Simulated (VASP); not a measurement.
NaH: relaxation of cell and atoms with HF+D3(BJ)

NaH:

```
CELL_PARAMETERS angstrom
0.00000 2.44000 2.44000
2.44000 0.00000 2.44000
2.44000 2.44000 0.00000
ATOMIC_POSITIONS crystal
Na 0.00000 0.00000 0.00000
H 0.50000 0.50000 0.50000
```

| Item | Value |
| --- | --- |
| Program | VASP 6.6.1 |
| Task | relaxation of cell and atoms |
| Functional | HF |
| Dispersion | D3(BJ) |
| Potentials or basis | VASP PAW PBE potentials, release 54 (Na_pv, H) |
| Cutoff | 600 eV |
| k mesh | 5 × 5 × 5 |
| Occupations | gaussian, width 0.01 eV |
| Spin | no spin polarisation |
| Grid for exact exchange (PRECFOCK) | Fast |
| Exchange at q = 0 | truncated |
| Further INCAR settings | ALGO = Normal; EDIFF = 1e-06; IBRION = 2; EDIFFG = -0.005; NSW = 60; ISIF = 3 |

The relaxed volume is 11.00 Å³/atom, the relaxed cell is a = 3.145 Å, b = 3.145 Å, c = 3.145 Å, α = 60.00°, β = 60.00°, γ = 60.00° and the space group after relaxing (to 0.05 Å) is Fm-3m (No. 225). The energy gained by relaxing is 99.3 meV/atom. The ionic steps are 20, the pressure after relaxing is 0.1 GPa and the band gap on the k mesh is 13.71 eV, indirect (least direct gap 14.34 eV). The dispersion energy per atom is -0.811 eV.

The path:
```tsv
step	energy change (eV)	largest force (eV/Å)	pressure (GPa)	volume (Å³)
1	0.0000	0.0000	-7.30	29.05
2	-0.1103	0.0000	-5.59	26.36
3	-0.1878	0.0000	-2.31	23.39
4	-0.0787	0.0000	11.51	18.13
5	-0.1982	0.0000	-0.51	22.23
6	-0.1985	0.0000	0.18	21.95
7	-0.1985	0.0000	-0.22	22.08
8	-0.1985	0.0000	-0.21	22.07
9	-0.1985	0.0000	-0.27	22.07
10	-0.1985	0.0000	-0.17	22.07
11	-0.1985	0.0000	-0.14	22.07
12	-0.1985	0.0000	-0.14	22.07
13	-0.1985	0.0000	-0.15	22.07
14	-0.1985	0.0000	-0.16	22.07
15	-0.1985	0.0000	-0.17	22.07
16	-0.1985	0.0000	-0.20	22.07
17	-0.1985	0.0000	-0.26	22.06
18	-0.1985	0.0000	-0.10	22.05
19	-0.1985	0.0000	-0.08	22.03
20	-0.1985	0.0000	0.05	21.99
```

Final structure:
```
Na H
1.0
     0.00000    2.22371    2.22371
     2.22371    0.00000    2.22371
     2.22371    2.22371    0.00000
Na H
1 1
Cartesian
  0.0000 0.0000 0.0000
  2.2237 2.2237 2.2237
```

Levels at points of the mesh, in eV from the valence-band top:
```tsv
k point	band 2	band 3	band 4	band 5	band 6	band 7
(0.00, 0.00, 0.00)	-30.28	-30.28	-5.48	23.22	27.65	27.65
```

It took 4.5 min on 1 thread of Intel(R) Xeon(R) 6975P-C (Granite Rapids), with other jobs on the host, peak memory 0.17 GiB.

Caveat: the k mesh is coarse (spacing up to 0.45 Å⁻¹), so the values aren't converged, least of all with exact exchange; the volume moved by over 15 % at a fixed basis, so the end points are rough; the PAW data sets were made with another functional, which shifts forces and pressure a little; an odd mesh through Γ misses points on the zone boundary, where band edges often lie; the volume moved by -24 % from the deposited cell, more than functionals usually miss.
